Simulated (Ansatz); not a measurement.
TiO (P-6m2)

Method: DFT r2SCAN, scalar-relativistic, plane waves, PAW in Ansatz 0.2.0.

Cutoff 500 eV; k points 18×18×14 on the computed 2-atom cell (Γ-centred); Gaussian smearing, width 0.10 eV; no spin polarisation.

The structure is relaxed at this level of theory with its symmetry kept. This form isn't the usual stable structure of the compound.

```
Ti O
1.0
     2.80356    0.00000    0.00000
    -1.40178    2.42795    0.00000
     0.00000    0.00000    2.81862
Ti O
1 1
Direct
  0.66667 0.33333 0.00000
  0.00000 0.00000 0.50000
```

| Item | Value |
| --- | --- |
| Space group | P-6m2 (No. 187) |
| Volume per atom | 9.59 Å³ |
| Formation energy from the elements' standard states (uncorrected) | -2.725 eV/atom |
| Generalised Kohn–Sham band gap | zero, with almost no states at the Fermi level |
| Density of states at the Fermi level | 0.01 states/eV per cell (so small that it hangs on the mesh: a semimetal, or crossings between mesh points) |
| Löwdin character within 0.5 eV of the Fermi level | Ti 3d 95 % |
| Bulk modulus | 253 GPa |
| Its pressure derivative | 4.3 |
| Bader charges (e) | Ti (1 in the cell) 1.36, O (1 in the cell) -1.36 |

A ferromagnetic start lost its moments in a first run, so spin was left out; other magnetic orders weren't tried.